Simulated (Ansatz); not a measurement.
**Residual resistivity of an alloy: Re(0001) with 2 layers of random Re-Ti, 2x2**

Aim: the residual resistivity of a random alloy, from Re(0001) with 2 layers of random Re-Ti, 2x2 and longer regions.

Main program and level: Ansatz 0.2.0; Ansatz plane-wave DFT, PBE, PAW files; ballistic transport by layer matching (Landauer), zero bias; PAW set soft_1.

## (1) Set-up

The cell holds 48 atoms: 42 Re and 6 Ti. Its edges and angles: a = 5.522 Å, b = 5.522 Å, c = 26.749 Å, α = 90.0°, β = 90.0°, γ = 120.0°. It derives from Re. Regions: lead, 40 atoms (40 Re); scattering region, 8 atoms (6 Ti and 2 Re). The structure is stacked along c, and the current runs across the ab planes.

## (2) With 2 alloy layers

In 2 layers a share of 0.75 of the sites is given to Ti at random. The layers about the cell's end stay perfect and serve as the lead. Energies from -0.05 to 0.05 eV in steps of 0.05 eV are too few for the program's thermal sum, so it prints no conductance; for a metal the transmission near the Fermi level serves, at a fraction of the cost.

Input file input.yaml:

```yaml
crystal:
  lattice:
    - [5.5216, 0.0, 0.0]
    - [-2.7608, 4.7818458695, 0.0]
    - [0.0, 0.0, 26.7492]
  atoms:
    - { symbol: Re, position: [0.1666666667, 0.3333333333, 0.0416666667] }
    - { symbol: Re, position: [0.1666666667, 0.8333333333, 0.0416666667] }
    - { symbol: Re, position: [0.6666666667, 0.3333333333, 0.0416666667] }
    - { symbol: Re, position: [0.6666666667, 0.8333333333, 0.0416666667] }
    - { symbol: Re, position: [0.3333333333, 0.1666666667, 0.125] }
    - { symbol: Re, position: [0.3333333333, 0.6666666667, 0.125] }
    - { symbol: Re, position: [0.8333333333, 0.1666666667, 0.125] }
    - { symbol: Re, position: [0.8333333333, 0.6666666667, 0.125] }
    - { symbol: Re, position: [0.1666666667, 0.3333333333, 0.2083333333] }
    - { symbol: Re, position: [0.1666666667, 0.8333333333, 0.2083333333] }
    - { symbol: Re, position: [0.6666666667, 0.3333333333, 0.2083333333] }
    - { symbol: Re, position: [0.6666666667, 0.8333333333, 0.2083333333] }
    - { symbol: Re, position: [0.3333333333, 0.1666666667, 0.2916666667] }
    - { symbol: Re, position: [0.3333333333, 0.6666666667, 0.2916666667] }
    - { symbol: Re, position: [0.8333333333, 0.1666666667, 0.2916666667] }
    - { symbol: Re, position: [0.8333333333, 0.6666666667, 0.2916666667] }
    - { symbol: Re, position: [0.1666666667, 0.3333333333, 0.375] }
    - { symbol: Re, position: [0.1666666667, 0.8333333333, 0.375] }
    - { symbol: Re, position: [0.6666666667, 0.3333333333, 0.375] }
    - { symbol: Re, position: [0.6666666667, 0.8333333333, 0.375] }
    - { symbol: Ti, position: [0.3333333333, 0.1666666667, 0.4583333333] }
    - { symbol: Re, position: [0.3333333333, 0.6666666667, 0.4583333333] }
    - { symbol: Ti, position: [0.8333333333, 0.1666666667, 0.4583333333] }
    - { symbol: Ti, position: [0.8333333333, 0.6666666667, 0.4583333333] }
    - { symbol: Re, position: [0.1666666667, 0.3333333333, 0.5416666667] }
    - { symbol: Ti, position: [0.1666666667, 0.8333333333, 0.5416666667] }
    - { symbol: Ti, position: [0.6666666667, 0.3333333333, 0.5416666667] }
    - { symbol: Ti, position: [0.6666666667, 0.8333333333, 0.5416666667] }
    - { symbol: Re, position: [0.3333333333, 0.1666666667, 0.625] }
    - { symbol: Re, position: [0.3333333333, 0.6666666667, 0.625] }
    - { symbol: Re, position: [0.8333333333, 0.1666666667, 0.625] }
    - { symbol: Re, position: [0.8333333333, 0.6666666667, 0.625] }
    - { symbol: Re, position: [0.1666666667, 0.3333333333, 0.7083333333] }
    - { symbol: Re, position: [0.1666666667, 0.8333333333, 0.7083333333] }
    - { symbol: Re, position: [0.6666666667, 0.3333333333, 0.7083333333] }
    - { symbol: Re, position: [0.6666666667, 0.8333333333, 0.7083333333] }
    - { symbol: Re, position: [0.3333333333, 0.1666666667, 0.7916666667] }
    - { symbol: Re, position: [0.3333333333, 0.6666666667, 0.7916666667] }
    - { symbol: Re, position: [0.8333333333, 0.1666666667, 0.7916666667] }
    - { symbol: Re, position: [0.8333333333, 0.6666666667, 0.7916666667] }
    - { symbol: Re, position: [0.1666666667, 0.3333333333, 0.875] }
    - { symbol: Re, position: [0.1666666667, 0.8333333333, 0.875] }
    - { symbol: Re, position: [0.6666666667, 0.3333333333, 0.875] }
    - { symbol: Re, position: [0.6666666667, 0.8333333333, 0.875] }
    - { symbol: Re, position: [0.3333333333, 0.1666666667, 0.9583333333] }
    - { symbol: Re, position: [0.3333333333, 0.6666666667, 0.9583333333] }
    - { symbol: Re, position: [0.8333333333, 0.1666666667, 0.9583333333] }
    - { symbol: Re, position: [0.8333333333, 0.6666666667, 0.9583333333] }
kpoints:
  mp_grid: { grid: [5, 5, 1] }
hamiltonian:
  xc: pbe
  pseudopotentials: { kind: paw, azcp: { folder: soft_1 } }
scf:
  occupations: { method: fermi_dirac, width: 0.1 }
output:
  transmission:
    leads: [[0, 8]]
    kmesh: [10, 10]
    e_range: [-0.05, 0.05]
    de: 0.05
  write_potential: true
  write_density: true
  volumetric_format: npy
```

On the command line:

```
ansatz run input.yaml --threads 4 --pin off --max-ram 15360MiB --backend cpu --events-out ev --progress --plain --runs-dir out
```

Numbers of over 12 decimals in the logs are rounded to 6 here.

Log:

```text
Engine: ansatz 0.2.0, aarch64-unknown-linux-gnu
Pseudopotentials: kind: paw
Pseudopotential: Re, paw, valence charge 15, recommended cutoff 420 eV (normal), soft_1/Re.paw.azcp
Pseudopotential: Ti, paw, valence charge 12, recommended cutoff 420 eV (normal), soft_1/Ti.paw.azcp
Functional definition: PBE
  parameter kappa = 0.804
  parameter beta = 0.066725
  exchange = pbe_x(kappa = kappa, mu = beta*pi^2/3)
  correlation = pbe_c(beta = beta)
Crystal: 48 atoms, lattice volume = 706.271 Å³
Basis set: ecut = 420 eV, 13787 PW (Γ)
Bands: 422, of which v1, the nominal top of the filled ones, is band 351 counted from 1 (350 counted from 0)
Symmetry: 4 space group operations
Space group: C2/m (ITA 12), of the structure as read, at distance tolerance 8.9e-5 Å
k-points: 9 of 25
Non-local potential: Re, projectors of the file, l = 0: 3, l = 1: 2, l = 2: 2, l = 3: 1
Non-local potential: Ti, projectors of the file, l = 0: 3, l = 1: 2, l = 2: 3, l = 3: 1
PAW form: soft (Blöchl's): semilocal exchange-correlation on the pseudo side does not see the compensation charge
PAW one-centre angular grid: Re, 590 points (default); XC on 64 Gauss nodes
PAW one-centre angular grid: Ti, 590 points (default); XC on 64 Gauss nodes
Initial density: superposition of atomic densities (chi_scale 0.1, normalization cell, long waves of neutral atoms (reshape's long-wave potential 7.06 eV rms, cloud 3.11 Å wide))
Initial wavefunctions: pseudopotential atomic-orbital guess
Functional: x = pbe(κ = 0.804, μ = 0.219515), c = pbe(β = 0.066725)
SCF iter   1: F=—  HF=-471560.841181 eV  |F-HF|=—  |Δ(HF+E_count)|=         —  Δρ=1.77e-1  dr2=4.66e3  ethr=3.10e-3  ⟨swp⟩=5.0  Hψ=11451  notcnv=0  defer=15
preconditioner: auto → Kerker (q_TF=auto, 2.726 Å⁻¹)  [metal: Δε(μ)=0.016 eV  Ē_g=5.038 eV  σ=0.100 eV  W_gap=0.04  n_scr=268 (ndim 8)  ℏωp=24.9 eV  f_vac=0.000  D(μ)=52.51/eV (n_scr^D=588)]
SCF iter   2: F=—  HF=-471523.660601 eV  |F-HF|=—  |Δ(HF+E_count)|=    3.72e1  Δρ=9.44e-2  dr2=1.68e3  ethr=3.10e-3  ⟨swp⟩=3.0  Hψ=5946  notcnv=0  defer=95
SCF iter   3: F=—  HF=-471507.862493 eV  |F-HF|=—  |Δ(HF+E_count)|=    1.58e1  Δρ=1.71e-2  dr2=6.88e1  ethr=3.10e-3  ⟨swp⟩=3.4  Hψ=10222  notcnv=0  defer=121
SCF iter   4: F=—  HF=-471507.365373 eV  |F-HF|=—  |Δ(HF+E_count)|=   4.97e-1  Δρ=5.63e-3  dr2=4.70e0  ethr=3.10e-3  ⟨swp⟩=2.0  Hψ=4049  notcnv=0  defer=119
SCF iter   5: F=—  HF=-471507.336881 eV  |F-HF|=—  |Δ(HF+E_count)|=   2.85e-2  Δρ=9.54e-4  dr2=4.83e-2  ethr=6.70e-4  ⟨swp⟩=1.3  Hψ=3780  notcnv=0  defer=119
SCF iter   6: F=—  HF=-471507.335487 eV  |F-HF|=—  |Δ(HF+E_count)|=   1.39e-3  Δρ=2.74e-4  dr2=4.21e-3  ethr=6.88e-6  ⟨swp⟩=1.4  Hψ=3818  notcnv=0  defer=117
SCF iter   7: F=—  HF=-471507.335381 eV  |F-HF|=—  |Δ(HF+E_count)|=   1.06e-4  Δρ=7.15e-5  dr2=6.48e-5  ethr=5.99e-7  ⟨swp⟩=1.1  Hψ=3681  notcnv=0  defer=117
SCF iter   8: F=—  HF=-471507.336539 eV  |F-HF|=—  |Δ(HF+E_count)|=   1.16e-3  Δρ=1.71e-5  dr2=3.04e-5  ethr=9.24e-9  ⟨swp⟩=2.0  Hψ=5480  notcnv=0  defer=117
SCF iter   9: F=—  HF=-471507.336539 eV  |F-HF|=—  |Δ(HF+E_count)|=   6.09e-7  Δρ=4.02e-6  dr2=2.72e-6  ethr=4.33e-9  ⟨swp⟩=1.0  Hψ=3680  notcnv=0  defer=117
SCF iter  10: F=-471507.336539 eV  HF=-471507.336539 eV  |F-HF|=8.56e-9  |Δ(HF+E_count)|=   4.28e-8  Δρ=9.00e-7  dr2=1.11e-8  ethr=1.42e-11  ⟨swp⟩=7.1  Hψ=10322  notcnv=0
SCF 1 converged in 10 iterations: F = -471507.336539 eV  dr2 = 1.11e-8
  greatest PAW one-centre occupation: 1.000 electrons in one spin orbital (limit 2), on the Re atom at site 38 (counted from 0), in its partial waves of l = 0
transmission: 158 of 1550 steps passed
transmission: 311 of 1550 steps passed
[...]
transmission: 1550 of 1550 steps passed
SCF converged after 10 iterations
Free energy (F): -471507.336539 eV
Harris-Foulkes:  -471507.336539 eV  (|F-HF|=8.56e-9)
Internal energy: -471505.783102 eV  (E = F + TS)
E sigma→0 (E₀):  -471506.559820 eV
Entropy (-TS):   -1.553437 eV (-32.363 meV/atom)
Fermi energy:    23.031319 eV
--- Per-component energies (eV) ---
  E_band       = -3834.005384
  E_kinetic    = 23693.450056
  E_local      = -40725.136946  (includes V_loc(G=0)·N_el)
  E_nonlocal   = 3740.032836
  E_hartree    = 14977.519565
  E_xc         = -15687.624317
  E_vxc        = -13077.414307  (∫ρ·V_xc dr)
  E_paw        = -371853.472845  (= ΣΔE_a)
  E_vpaw       = -7419.968133  (= ΣTr[D̂ρ^β])
  E_aug_tail   = 0.001687  (compensation charges beyond the density's cutoff)
  E_ewald      = -85650.553137
  E_smearing   = -1.553437  (= −TS)
  E_closure    = -0.000000  (closes the sum)
  Σ components = -471507.336539   (vs F -471507.336539, Δ=0.00e0)
--- Band table (eV; the first three rows and the last of 9) ---
  k-point 0: bands = [... 347 lower, 23.5386, 23.5912, 23.5971, 23.6735, 23.6889, 23.6918, 23.7257, 23.7509, ... 67 higher]
  k-point 1: bands = [... 347 lower, 23.1205, 23.2114, 23.2307, 23.2532, 23.2724, 23.3196, 23.3259, 23.4599, ... 67 higher]
  k-point 2: bands = [... 347 lower, 22.7467, 22.7654, 22.8135, 22.8158, 22.9049, 22.9263, 22.9413, 23.0503, ... 67 higher]
  k-point 8: bands = [... 347 lower, 22.7963, 22.8196, 22.8615, 22.8617, 22.9129, 22.9293, 23.0344, 23.0567, ... 67 higher]
--- Transmission ---
  basis      : 235 plane waves across, 50 finite elements along
  points     : 31, standing for a mesh of 10 x 10
  energies   : 3 from -0.050000 to 0.050000 eV about the Fermi level, 0.050000 eV apart; the leads are filled to 0.000000 eV, and channels, transmission and decay are at 0.000000 eV
  crystal 0  : Re8, at the sites [0, 8], period 4.4582 Å, over 22.29 Å; its Hamiltonian steps by up to 20.4 meV
    offset         : up to 0.0000 Å between an atom of the period and one for which it stands
    channels       : 5.380000e0 a spin
    conductance    : none, the energies end too early or step too widely for 300 K: set another output.transmission.e_range or a lower de, or, where they end at an eighth of basis.ecutwfc, a higher one
  junction   : crystal 0 to crystal 0, 0.70 to 22.99 Å
    transmission   : 2.114411e0 a spin
    conductance    : none, the energies end too early or step too widely for 300 K: set another output.transmission.e_range or a lower de, or, where they end at an eighth of basis.ecutwfc, a higher one
```

Run time: 5 min. Hardware: 4 threads of Arm Neoverse V1, shared host; peak memory 5.9 GiB.

In the SCF lines HF is the Harris–Foulkes energy and dr2 the Hartree energy of the density residual, in eV; the loop may stop once dr2 is under the threshold and the program's other checks hold. Hψ counts applications of the Hamiltonian.

Numbers from this step:

```yaml
free_energy: -471507.3365 eV
energy_at_zero_smearing: -471506.5598 eV
fermi_energy: 23.03 eV
cell_area: 26.40 Å²
transmission_per_spin_nearest_the_fermi_level: 2.114
open_channels_per_spin_nearest_the_fermi_level: 5.38
step_of_the_lead_s_potential: 20.4 meV
```

Per spin. Transmission, zone mean against energy, zero at the Fermi level:

```tsv
energy (eV)	transmission, zone mean
-0.0500	2.02
0.0000	2.11
0.0500	1.93
```

Per spin. Open channels, zone mean, lead against energy, zero at the Fermi level:

```tsv
energy (eV)	open channels, zone mean, lead
-0.0500	5.26
0.0000	5.38
0.0500	5.08
```

Transmission over k1 and k2. At 0.0000 eV from the Fermi level.

Ten even steps from '_' (0.10) to '@' (5.14):
```
....--..::__....----
==--::====--::::--==
==----%%@@##==..::--
..----@@@@@@@@==--::
__..::%%@@@@@@%%::..
..::--==@@@@@@@@----
==--::..==##@@%%----
====--::::--====::--
..----....__::..--..
__::::::..__..::::::
```
Columns: k1 (b1) from -0.5 to 0.4; rows upwards: k2 (b2) from -0.5 to 0.4.

Open channels over k1 and k2. At 0.0000 eV from the Fermi level.

Ten even steps from '_' (3.0) to '@' (11.0):
```
..--..__..--........
::............::....
::__..%%%%%%..__::..
......%%@@@@%%......
..--..%%@@%%@@%%..--
........%%@@@@%%....
::..::__..%%%%%%..__
::....::............
..........--..__..--
....::::......::::..
```
Columns: k1 (b1) from -0.5 to 0.4; rows upwards: k2 (b2) from -0.5 to 0.4.

Over the solved energies the transmission per spin lies between 1.93 and 2.11, out of 5.24 channels of the lead on average (up to 5.38).

## (3) With 6 alloy layers

In 6 layers a share of 0.75 of the sites is given to Ti at random. A fresh draw is used; the growth of the resistance with length is what counts.

System of this step: Re(0001) with 6 layers of random Re-Ti, 2x2. The cell holds 64 atoms: 46 Re and 18 Ti. Cell: a = 5.522 Å, b = 5.522 Å, c = 35.666 Å, α = 90.0°, β = 90.0°, γ = 120.0°. It derives from Re. Regions: lead, 40 atoms (40 Re); scattering region, 24 atoms (6 Re and 18 Ti). The structure is stacked along c, and the current runs across the ab planes.

Input file input.yaml:

```yaml
crystal:
  lattice:
    - [5.5216, 0.0, 0.0]
    - [-2.7608, 4.7818458695, 0.0]
    - [0.0, 0.0, 35.6656]
  atoms:
    - { symbol: Re, position: [0.1666666667, 0.3333333333, 0.03125] }
    - { symbol: Re, position: [0.1666666667, 0.8333333333, 0.03125] }
    - { symbol: Re, position: [0.6666666667, 0.3333333333, 0.03125] }
    - { symbol: Re, position: [0.6666666667, 0.8333333333, 0.03125] }
    - { symbol: Re, position: [0.3333333333, 0.1666666667, 0.09375] }
    - { symbol: Re, position: [0.3333333333, 0.6666666667, 0.09375] }
    - { symbol: Re, position: [0.8333333333, 0.1666666667, 0.09375] }
    - { symbol: Re, position: [0.8333333333, 0.6666666667, 0.09375] }
    - { symbol: Re, position: [0.1666666667, 0.3333333333, 0.15625] }
    - { symbol: Re, position: [0.1666666667, 0.8333333333, 0.15625] }
    - { symbol: Re, position: [0.6666666667, 0.3333333333, 0.15625] }
    - { symbol: Re, position: [0.6666666667, 0.8333333333, 0.15625] }
    - { symbol: Re, position: [0.3333333333, 0.1666666667, 0.21875] }
    - { symbol: Re, position: [0.3333333333, 0.6666666667, 0.21875] }
    - { symbol: Re, position: [0.8333333333, 0.1666666667, 0.21875] }
    - { symbol: Re, position: [0.8333333333, 0.6666666667, 0.21875] }
    - { symbol: Re, position: [0.1666666667, 0.3333333333, 0.28125] }
    - { symbol: Re, position: [0.1666666667, 0.8333333333, 0.28125] }
    - { symbol: Re, position: [0.6666666667, 0.3333333333, 0.28125] }
    - { symbol: Re, position: [0.6666666667, 0.8333333333, 0.28125] }
    - { symbol: Re, position: [0.3333333333, 0.1666666667, 0.34375] }
    - { symbol: Ti, position: [0.3333333333, 0.6666666667, 0.34375] }
    - { symbol: Ti, position: [0.8333333333, 0.1666666667, 0.34375] }
    - { symbol: Re, position: [0.8333333333, 0.6666666667, 0.34375] }
    - { symbol: Ti, position: [0.1666666667, 0.3333333333, 0.40625] }
    - { symbol: Re, position: [0.1666666667, 0.8333333333, 0.40625] }
    - { symbol: Ti, position: [0.6666666667, 0.3333333333, 0.40625] }
    - { symbol: Ti, position: [0.6666666667, 0.8333333333, 0.40625] }
    - { symbol: Ti, position: [0.3333333333, 0.1666666667, 0.46875] }
    - { symbol: Ti, position: [0.3333333333, 0.6666666667, 0.46875] }
    - { symbol: Re, position: [0.8333333333, 0.1666666667, 0.46875] }
    - { symbol: Ti, position: [0.8333333333, 0.6666666667, 0.46875] }
    - { symbol: Ti, position: [0.1666666667, 0.3333333333, 0.53125] }
    - { symbol: Ti, position: [0.1666666667, 0.8333333333, 0.53125] }
    - { symbol: Ti, position: [0.6666666667, 0.3333333333, 0.53125] }
    - { symbol: Ti, position: [0.6666666667, 0.8333333333, 0.53125] }
    - { symbol: Ti, position: [0.3333333333, 0.1666666667, 0.59375] }
    - { symbol: Re, position: [0.3333333333, 0.6666666667, 0.59375] }
    - { symbol: Ti, position: [0.8333333333, 0.1666666667, 0.59375] }
    - { symbol: Re, position: [0.8333333333, 0.6666666667, 0.59375] }
    - { symbol: Ti, position: [0.1666666667, 0.3333333333, 0.65625] }
    - { symbol: Ti, position: [0.1666666667, 0.8333333333, 0.65625] }
    - { symbol: Ti, position: [0.6666666667, 0.3333333333, 0.65625] }
    - { symbol: Ti, position: [0.6666666667, 0.8333333333, 0.65625] }
    - { symbol: Re, position: [0.3333333333, 0.1666666667, 0.71875] }
    - { symbol: Re, position: [0.3333333333, 0.6666666667, 0.71875] }
    - { symbol: Re, position: [0.8333333333, 0.1666666667, 0.71875] }
    - { symbol: Re, position: [0.8333333333, 0.6666666667, 0.71875] }
    - { symbol: Re, position: [0.1666666667, 0.3333333333, 0.78125] }
    - { symbol: Re, position: [0.1666666667, 0.8333333333, 0.78125] }
    - { symbol: Re, position: [0.6666666667, 0.3333333333, 0.78125] }
    - { symbol: Re, position: [0.6666666667, 0.8333333333, 0.78125] }
    - { symbol: Re, position: [0.3333333333, 0.1666666667, 0.84375] }
    - { symbol: Re, position: [0.3333333333, 0.6666666667, 0.84375] }
    - { symbol: Re, position: [0.8333333333, 0.1666666667, 0.84375] }
    - { symbol: Re, position: [0.8333333333, 0.6666666667, 0.84375] }
    - { symbol: Re, position: [0.1666666667, 0.3333333333, 0.90625] }
    - { symbol: Re, position: [0.1666666667, 0.8333333333, 0.90625] }
    - { symbol: Re, position: [0.6666666667, 0.3333333333, 0.90625] }
    - { symbol: Re, position: [0.6666666667, 0.8333333333, 0.90625] }
    - { symbol: Re, position: [0.3333333333, 0.1666666667, 0.96875] }
    - { symbol: Re, position: [0.3333333333, 0.6666666667, 0.96875] }
    - { symbol: Re, position: [0.8333333333, 0.1666666667, 0.96875] }
    - { symbol: Re, position: [0.8333333333, 0.6666666667, 0.96875] }
kpoints:
  mp_grid: { grid: [5, 5, 1] }
hamiltonian:
  xc: pbe
  pseudopotentials: { kind: paw, azcp: { folder: soft_1 } }
scf:
  occupations: { method: fermi_dirac, width: 0.1 }
output:
  transmission:
    leads: [[0, 8]]
    kmesh: [10, 10]
    e_range: [-0.05, 0.05]
    de: 0.05
  write_potential: true
  write_density: true
  volumetric_format: npy
```

Log:

```text
[...]
Crystal: 64 atoms, lattice volume = 941.695 Å³
Basis set: ecut = 420 eV, 18377 PW (Γ)
Bands: 544, of which v1, the nominal top of the filled ones, is band 453 counted from 1 (452 counted from 0)
Symmetry: 1 space group operations
[...]
k-points: 13 of 25 (time reversal used)
[...]
SCF iter   1: F=—  HF=-545061.532103 eV  |F-HF|=—  |Δ(HF+E_count)|=         —  Δρ=1.92e-1  dr2=2.59e4  ethr=3.10e-3  ⟨swp⟩=4.0  Hψ=21500  notcnv=0
[...]
SCF iter  10: F=-544978.841927 eV  HF=-544978.841927 eV  |F-HF|=9.08e-8  |Δ(HF+E_count)|=   6.33e-8  Δρ=7.91e-7  dr2=9.27e-8  ethr=1.10e-11  ⟨swp⟩=9.0  Hψ=21668  notcnv=0
SCF 1 converged in 10 iterations: F = -544978.841927 eV  dr2 = 9.27e-8
[...]
transmission: 329 of 3276 steps passed
transmission: 656 of 3276 steps passed
[...]
transmission: 3276 of 3276 steps passed
SCF converged after 10 iterations
Free energy (F): -544978.841927 eV
[...]
Internal energy: -544976.606202 eV  (E = F + TS)
E sigma→0 (E₀):  -544977.724065 eV
Entropy (-TS):   -2.235725 eV (-34.933 meV/atom)
Fermi energy:    21.794378 eV
[...]
--- Band table (eV; the first three rows and the last of 13) ---
  k-point 0: bands = [... 449 lower, 22.2170, 22.2251, 22.2396, 22.2531, 22.3025, 22.3224, 22.3559, 22.3749, ... 87 higher]
  k-point 1: bands = [... 449 lower, 21.9230, 21.9814, 21.9921, 22.0263, 22.0422, 22.0672, 22.0908, 22.1107, ... 87 higher]
  k-point 2: bands = [... 449 lower, 21.5538, 21.5716, 21.5890, 21.6305, 21.6596, 21.6789, 21.7015, 21.7100, ... 87 higher]
  k-point 12: bands = [... 449 lower, 21.6100, 21.6370, 21.6504, 21.6653, 21.6852, 21.7471, 21.8090, 21.8448, ... 87 higher]
--- Transmission ---
  basis      : 235 plane waves across, 63 finite elements along
  points     : 52, standing for a mesh of 10 x 10
[...]
channels       : 5.380000e0 a spin
[...]
junction   : crystal 0 to crystal 0, 0.70 to 31.91 Å
    transmission   : 1.184280e0 a spin
[...]
```

Run time: 17 min. Hardware: 4 threads; peak memory 10 GiB; 65 min of CPU time.

This step gave:

- free energy: -544978.8419 eV
- energy at zero smearing: -544977.7241 eV
- Fermi energy: 21.79 eV
- transmission per spin nearest the Fermi level: 1.184
- step of the lead's potential: 5.1 meV

Per spin. Transmission, zone mean against energy, zero at the Fermi level:

```tsv
energy (eV)	transmission, zone mean
-0.0500	1.23
0.0000	1.18
0.0500	1.20
```

Over the solved energies the transmission per spin lies between 1.18 and 1.23, out of 5.24 channels of the lead on average (up to 5.38).

(Part 1 of 2 ends here.)

[Logs are printed without paths, hosts, clocks, repeated set-up lines and the standing remarks that a program may print on its own settings, such as how far it seeks lower states.]

[Hosts, paths, dates, database ids (printed as entryN), source tags and the programs' standing remarks are cut or masked in the printed files.]
